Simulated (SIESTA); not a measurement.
Runs of SIESTA 5.4.2 on KTaO3. The structure is cubic, space group Pm-3m (No. 221). The conventional cell has a = 3.988 Å, b = 3.988 Å, c = 3.988 Å, α = 90.00°, β = 90.00°, γ = 90.00°. Ta (site symmetry m-3m) is surrounded by 6 O at 1.99 Å. K (site symmetry m-3m) has 12 O at 2.82 Å as nearest neighbours. Around O (site symmetry 4/mmm) lie 2 Ta at 1.99 Å. 

```csv
task,level,potentials or basis,gap on the mesh (eV),pressure (GPa)
single point,PBEsol,"PseudoDojo 0.4 standard (PBEsol files), DZP (energy shift 0.003 Ry; two zetas on semicore shells; d shell added on K)",1.94,1.9
band structure,AM05,"PseudoDojo 0.4 standard (PBEsol files), DZP (energy shift 0.003 Ry; two zetas on semicore shells; d shell added on K)",1.95,2.7
band structure,BLYP,"PseudoDojo 0.4 standard (PBE files), DZP (energy shift 0.003 Ry; two zetas on semicore shells; d shell added on K)",(c),13.3
band structure,vdW-DF-cx,"PseudoDojo 0.4 standard (PBE files), DZP (energy shift 0.003 Ry; two zetas on semicore shells; d shell added on K)",(a),(b)
```

Alike in all rows: no spin polarisation; cell as given; k mesh 7 × 7 × 7; smearing fermi-dirac 0.05 eV; grid cutoff 800 Ry; energy shift 0.003 Ry.

**Question.** Fill in the values left out.

**Answer.** (a) 1.98; (b) 3.6; (c) 2.05.

Caveats: short orbitals over semicore shells can move pressures by several GPa; spin-orbit coupling is left out, which moves the levels of the heavy elements; the basis of atomic orbitals isn't converged, which shifts pressures, moduli and gaps; the potentials were made for another functional, which shifts forces and pressure (some runs); an odd mesh through Γ misses points on the zone boundary, where band edges often lie (some runs).

A k mesh can miss the band edges, and the runs leave out spin-orbit coupling on Ta.
